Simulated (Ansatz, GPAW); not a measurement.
Given: the input of a run of GPAW 26.7.0 (ASE script) on ZnS. 

Contents of run.py:

```python
from ase import Atoms
from ase.dft.bandgap import bandgap
from ase.io import write
from ase.units import GPa
from gpaw import GPAW, PW

atoms = Atoms(['Zn', 'S'],
              cell=[[0.0, 2.702, 2.702],
                    [2.702, 0.0, 2.702],
                    [2.702, 2.702, 0.0]],
              scaled_positions=[[0.75, 0.75, 0.75],
                                [0.0, 0.0, 0.0]],
              pbc=True)

calc = GPAW(mode=PW(600),
            xc='PBE',
            kpts={'size': (9, 9, 9), 'gamma': True},
            occupations={'name': 'methfessel-paxton', 'order': 0, 'width': 0.025},
            nbands=18,
            convergence={'density': 1e-05, 'energy': 1e-05},
            maxiter=150,
            txt='gpaw.txt')
atoms.calc = calc
energy = atoms.get_potential_energy()
forces = atoms.get_forces()
stress = atoms.get_stress()
calc.write('gs.gpw')
write('result.traj', atoms)
print(f'Energy: {energy:.6f} eV')
print('Forces (eV/A):')
print(forces.round(4))
print('Stress (GPa):', (stress / GPa).round(3))
print('Fermi level:', round(calc.get_fermi_level(), 4), 'eV')
print(f'Gap: {bandgap(calc)[0]:.4f} eV, direct: {bandgap(calc, direct=True)[0]:.4f} eV')
```

Potentials or basis: GPAW PAW data sets (gpaw-data 1.2.1), pw.

Run with:

```console
$ OMP_NUM_THREADS=1 python run.py
```

Translate it to Ansatz 0.2.0. Potentials or basis there: Ansatz PAW, cutoff 420 eV.

As run (cutoffs and basis follow the program's own potentials, and thresholds, step limits or extra output files can differ):

File input.yaml:

```yaml
crystal:
  lattice:
    - [0.0, 2.702, 2.702]
    - [2.702, 0.0, 2.702]
    - [2.702, 2.702, 0.0]
  atoms:
    - { symbol: Zn, position: [0.75, 0.75, 0.75] }
    - { symbol: S, position: [0.0, 0.0, 0.0] }
hamiltonian:
  xc: pbe
  pseudopotentials: { kind: paw }
kpoints:
  mp_grid: { grid: [9, 9, 9] }
scf:
  occupations: { method: gaussian, width: 0.025 }
output:
  forces: true
  stress: true
  eigenvalues: true
  write_density: true
  write_potential: true
  elf: true
  volumetric_format: npy
```

Potentials or basis: Ansatz PAW.

Run with:

```sh
$ ansatz run input.yaml --threads 2 --pin off --max-ram 5632MiB --backend cpu --events-out ev --progress --plain --runs-dir out
```

Both were run:

|  | GPAW | Ansatz |
| --- | --- | --- |
| Pressure | 1.6 GPa | 1.6 GPa |

Ansatz's pressure holds a Pulay term of +0.07 GPa for its cutoff of 420 eV, which the other run lacks.

Where Ansatz's input types no cutoff or centring, it takes its own default and a Γ-centred mesh.

Pressure is positive in compression.
